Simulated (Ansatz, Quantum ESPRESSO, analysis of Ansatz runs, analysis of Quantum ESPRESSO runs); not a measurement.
# Reproducing a measured local vibrational mode: N3VH centre in diamond (Quantum ESPRESSO)

Aim: the local vibrational mode of the N3VH centre in diamond, to be set beside the measurement. Set-up: PBE, GBRV 1.5 PBE, 64-site cell, PBE lattice, k: the zone centre alone, anharmonic cut along the mode, start relaxed with Ansatz. The model is a cell of 64 host atoms with 1 site emptied, N put on another atom's site, N put on another atom's site, N put on another atom's site and H put in between. The frequencies come from force constants among the defect atom and its neighbours, with the masses of the isotopes named.

**The experiment.** C-H stretch, 1H: 3107 cm⁻¹, by FTIR absorption (quoted in “Hydrogen-related defects in diamond: A comparison between observed and calculated FTIR spectra”, 2024, M.C. Day et al., quoting earlier work (2014)). C-H bend, 1H: 1405 cm⁻¹, by FTIR absorption (quoted in “Hydrogen-related defects in diamond: A comparison between observed and calculated FTIR spectra”, 2024, M.C. Day et al., quoting earlier work (1991)).

Main program and level: Quantum ESPRESSO 7.5; Quantum ESPRESSO plane-wave DFT, PBE, GBRV 1.5 PBE potentials; relaxation of all atoms of a defect supercell.

Report form: the programs' logs are mostly left out.

### 1. The structure

The cell holds 64 atoms: 60 C, 3 N and 1 H. Cell: a = 7.142 Å, b = 7.142 Å, c = 7.142 Å, α = 90.0°, β = 90.0°, γ = 90.0°. It derives from C (space group Fd-3m). Nearest the centre at fractional (0.375, 0.375, 0.375): H64 at 0.57 Å, C48 at 1.64 Å, N26 at 1.69 Å, N41 at 1.69 Å, N4 at 1.70 Å, C13 at 2.51 Å, C14 at 2.51 Å, C5 at 2.52 Å.

The host's primitive cell comes from a first run (Quantum ESPRESSO plane-wave DFT, PBE, GBRV 1.5 PBE potentials; relaxation of cell and atoms of a defect-free cell): vectors of 2.525, 2.525 and 2.525 Å. That is 5.69 Å³ an atom, 0.4 % over the diffraction cell's volume. The supercell is built on it.

This program's steps are dear, so the start below was first relaxed with Ansatz (plane-wave PAW DFT, PBE; 6.8 s).

### 2. Relaxation, charge 0

Every later number rests on the structure around the defect, so the atoms are relaxed at the host's lattice first.

pw.in

```
&CONTROL
  calculation = 'relax'
  prefix = 'pwscf'
  outdir = './tmp'
  pseudo_dir = './pseudo'
  tprnfor = .true.
  disk_io = 'low'
  nstep = 70
  forc_conv_thr = 0.00039
  etot_conv_thr = 0.0001
/
&SYSTEM
  ibrav = 0
  nat = 64
  ntyp = 3
  ecutwfc = 45
  ecutrho = 360
  nbnd = 132
  occupations = 'smearing'
  smearing = 'fd'
  degauss = 0.00073499
  nosym = .true.
/
&ELECTRONS
  conv_thr = 6d-08
  electron_maxstep = 100
  mixing_beta = 0.5
/
&IONS
  ion_dynamics = 'bfgs'
/
ATOMIC_SPECIES
C     12.0110 c_pbe_v1.2.uspp.F.UPF
N     14.0070 n_pbe_v1.2.uspp.F.UPF
H      1.0080 h_pbe_v1.4.uspp.F.UPF
CELL_PARAMETERS angstrom
   7.1418068620    0.0000000000    0.0000000000
   0.0000000000    7.1418068620    0.0000000000
   0.0000000000    0.0000000000    7.1418068620
ATOMIC_POSITIONS crystal
C     -0.0015653684   -0.0016933827    0.2498829669
C     -0.0015618286    0.2497093489   -0.0018048106
C      0.2498428410   -0.0016815812   -0.0018105104
N      0.2381223590    0.2379844891    0.2376430879
C      0.1258442529    0.1257261364    0.3689694930
C      0.1253020415    0.3693147725    0.1249985624
C      0.3694589691    0.1251794571    0.1249907947
C      0.0003787584    0.0002544208    0.7490697562
[... 52 atom lines left out ...]
C      0.6242332782    0.8733794456    0.6251168795
C      0.8735058470    0.6240926142    0.6251092494
C      0.8746536810    0.8745255735    0.8748062258
H      0.4209465985    0.4207703891    0.3285877273
K_POINTS gamma
```

Started as:

```
OMP_NUM_THREADS=1 mpirun -n 4 pw.x -in pw.in > pw.out
```

Elapsed: 25 s, on 4 MPI ranks of Arm Neoverse V2, shared host; peak memory 0.44 GiB.

Hardly anything moved in the relaxation; the energy changed by under 0.2 meV an atom.

The atoms nearest to the centre after the run:

| atom | distance (Å) |
| --- | --- |
| H64 | 0.565 |
| C48 | 1.641 |
| N26 | 1.692 |
| N41 | 1.693 |
| N4 | 1.697 |
| C13 | 2.514 |
| C14 | 2.515 |
| C30 | 2.518 |
| C5 | 2.518 |
| C45 | 2.518 |
| C20 | 2.520 |
| C36 | 2.522 |
| C6 | 2.524 |
| C7 | 2.524 |
| C52 | 2.532 |
| C22 | 2.534 |

Neighbours of the added atoms: H64: C48 1.08, N41 1.96, N26 1.96 Å.

### 3. Atom N4 moved by 0.015 A along x

Force constants come from the forces after small displacements; symmetry gives the rest. One such run is shown.

This step: Quantum ESPRESSO plane-wave DFT, PBE, GBRV 1.5 PBE potentials; single point of a defect supercell.

pw.in

```
&CONTROL
  calculation = 'scf'
  prefix = 'pwscf'
  outdir = './tmp'
  pseudo_dir = './pseudo'
  tprnfor = .true.
  disk_io = 'low'
/
&SYSTEM
  ibrav = 0
  nat = 64
  ntyp = 3
  ecutwfc = 45
  ecutrho = 360
  nbnd = 132
  occupations = 'smearing'
  smearing = 'fd'
  degauss = 0.00073499
  nosym = .true.
/
&ELECTRONS
  conv_thr = 1d-10
  electron_maxstep = 100
  mixing_beta = 0.5
/
ATOMIC_SPECIES
C     12.0110 c_pbe_v1.2.uspp.F.UPF
N     14.0070 n_pbe_v1.2.uspp.F.UPF
H      1.0080 h_pbe_v1.4.uspp.F.UPF
CELL_PARAMETERS angstrom
   7.1418068620    0.0000000000    0.0000000000
   0.0000000000    7.1418068620    0.0000000000
   0.0000000000    0.0000000000    7.1418068620
ATOMIC_POSITIONS crystal
C     -0.0015785062   -0.0017071358    0.2499114013
C     -0.0015655607    0.2497276791   -0.0018194758
[... 1 atom line left out ...]
N      0.2400859274    0.2378579400    0.2374907909
C      0.1258326729    0.1257038361    0.3690505780
[... 7 atom lines left out ...]
C      0.1258321438    0.3802721462    0.6236187119
C      0.3803987266    0.1257025356    0.6236200206
[... 5 atom lines left out ...]
C      0.1253130159    0.6243290335    0.3799118266
[... 5 atom lines left out ...]
N      0.2379878103    0.5118314595    0.5114647282
[... 3 atom lines left out ...]
C      0.3695409639    0.6243309525    0.6241382626
[... 5 atom lines left out ...]
C      0.6244572917    0.1251839903    0.3799123126
[... 4 atom lines left out ...]
N      0.5119581608    0.2378562512    0.5114657537
[... 3 atom lines left out ...]
C      0.6244565836    0.3694117580    0.6241375517
[... 2 atom lines left out ...]
C      0.5075583733    0.5074256520    0.2419011688
[... 15 atom lines left out ...]
H      0.4205523048    0.4204001494    0.3289451371
K_POINTS gamma
```

Started as:

```
OMP_NUM_THREADS=1 pw.x -in pw.in > pw.out
```

Elapsed: 37 s, on 1 thread; peak memory 0.64 GiB.

### 4. Local vibrational modes

Analysis of the runs above: force constants by central differences of Quantum ESPRESSO plane-wave DFT, PBE, GBRV 1.5 PBE potentials forces among the atoms nearest to a defect, the others at rest.

The modes with the largest weight on the probed atoms (the light atom of a pair), for the masses of each isotope. Modes of the displaced atoms (local only where they lie over the host's phonons):

| isotopes | mode (cm⁻¹) | share of the defect atoms |
| --- | --- | --- |
| H | 3250 | 0.926 |
| H | 1329 | 0.832 |
| H | 1329 | 0.832 |

### 5. Point 1 along the mode

A light atom samples the curved part of its well, so the energy is mapped along the mode and the one-dimensional Schrödinger equation solved on it.

This step: Quantum ESPRESSO plane-wave DFT, PBE, GBRV 1.5 PBE potentials; single point of a defect supercell.

Changes to pw.in since step 3:

```diff
@@ -21,3 +21,3 @@
 &ELECTRONS
-  conv_thr = 1d-10
+  conv_thr = 6d-08
   electron_maxstep = 100
@@ -37,3 +37,3 @@
 [... 1 atom line left out ...]
-N      0.2400859274    0.2378579400    0.2374907909
+N      0.2379537710    0.2378260924    0.2374981706
 C      0.1258326729    0.1257038361    0.3690505780
@@ -45,3 +45,3 @@
 [... 5 atom lines left out ...]
-N      0.2379878103    0.5118314595    0.5114647282
+N      0.2379559628    0.5118240798    0.5114965758
 [... 3 atom lines left out ...]
@@ -51,3 +51,3 @@
 [... 4 atom lines left out ...]
-N      0.5119581608    0.2378562512    0.5114657537
+N      0.5119507812    0.2378244037    0.5114976012
 [... 3 atom lines left out ...]
@@ -55,5 +55,5 @@
 [... 2 atom lines left out ...]
-C      0.5075583733    0.5074256520    0.2419011688
+C      0.5056252778    0.5054925565    0.2438342642
 [... 15 atom lines left out ...]
-H      0.4205523048    0.4204001494    0.3289451371
+H      0.4442338384    0.4440816830    0.3052636035
 K_POINTS gamma
```

The job ended after 28 s (1 thread; peak memory 0.64 GiB).

### 6. Anharmonic fundamental

Analysis of the runs above: one-dimensional Schroedinger equation on a polynomial through Quantum ESPRESSO plane-wave DFT, PBE, GBRV 1.5 PBE potentials energies along the local mode.

The energy by normal coordinate:

| normal coordinate (amu½ Å) | energy (eV) |
| --- | --- |
| -0.306 | 3.72 |
| -0.224 | 1.64 |
| -0.153 | 0.642 |
| -0.076 | 0.135 |
| 0.000 | 0 |
| 0.076 | 0.0957 |
| 0.153 | 0.328 |
| 0.224 | 0.614 |
| 0.306 | 0.977 |
| 0.387 | 1.35 |

### 7. Results

```yaml
distance_from_the_defect_atom_to_its_nearest_neighbour: 1.076 Å
c_h_stretch_1h: 3105 cm⁻¹
c_h_bend_1h: 1329 cm⁻¹
```

C-H stretch, 1H: computed 3105 cm⁻¹, measured 3107 cm⁻¹; 2 cm⁻¹ (0 %) below the measurement. C-H bend, 1H: computed 1329 cm⁻¹, measured 1405 cm⁻¹; 76 cm⁻¹ (5 %) below the measurement. The anharmonic cut moves the C-H stretch, 1H from 3250 to 3105 cm⁻¹; a straight cut leaves out the coupling to the other modes. Only the named neighbours move, so modes near the host's band are approximate. Limits: the zone centre alone is a coarse sampling for this cell; the periodic copies of the defect are only 7.1 Å apart.

[Logs are printed without paths, hosts, clocks, repeated set-up lines and the standing remarks that a program may print on its own settings, such as how far it seeks lower states.]

[Hosts, paths, dates, database ids (printed as entryN), source tags and the programs' standing remarks are cut or masked in the printed files.]

[For some hosts the program warned that the k-mesh of the response run may be too coarse for force constants and the static dielectric constant; such warnings are not shown here.]
